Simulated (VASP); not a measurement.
Here is a VASP 6.6.1 calculation.

File INCAR:

```
SYSTEM = KF
ALGO     = Normal         ! electronic algorithm
EDIFF    = 1E-7           ! SCF threshold, eV
ENCUT    = 520            ! plane-wave cutoff, eV
GGA      = CA             ! functional
ISIF     = 2              ! what is computed and relaxed
ISMEAR   = 0              ! smearing method
LASPH    = .True.         ! aspherical terms in the spheres
LCHARG   = .True.         ! write CHGCAR
LELF     = .True.         ! ELF
LREAL    = .False.        ! projectors in reciprocal space
LVHAR    = .True.       
LWAVE    = .False.        ! write WAVECAR
NBANDS   = 15             ! bands
NELM     = 100            ! most SCF steps
PREC     = Accurate       ! precision mode
SIGMA    = 0.05           ! smearing width, eV
```

The input KPOINTS:

```
k-points
0
Gamma
  8 8 8
  0 0 0
```

Contents of POSCAR:

```
KF
1.0
    3.3078393250      0.0000000000      0.0000000000
    0.0000000000      3.3078393250      0.0000000000
    0.0000000000      0.0000000000      3.2100706750
K F
1 1
Direct
    0.0000000000      0.0000000000      0.0000000000
    0.5000000000      0.5000000000      0.5000000000
```

Potentials or basis: VASP PAW LDA potentials, release 64 (K_sv, F).

Launch:

```console
$ cat potpaw_LDA.64/K_sv/POTCAR potpaw_LDA.64/F/POTCAR > POTCAR
$ mpirun -np 1 vasp_std > vasp.out
```

What does it give for the band gap on the k mesh?

5.74 eV, indirect (least direct gap 5.79 eV).

Predict the pressure.

-6.0 GPa.

Stress tensor (GPa, compression positive):
```
-6.78  0.00  0.00
 0.00 -6.78  0.00
 0.00  0.00 -4.35
```

A k mesh can miss the band edges.
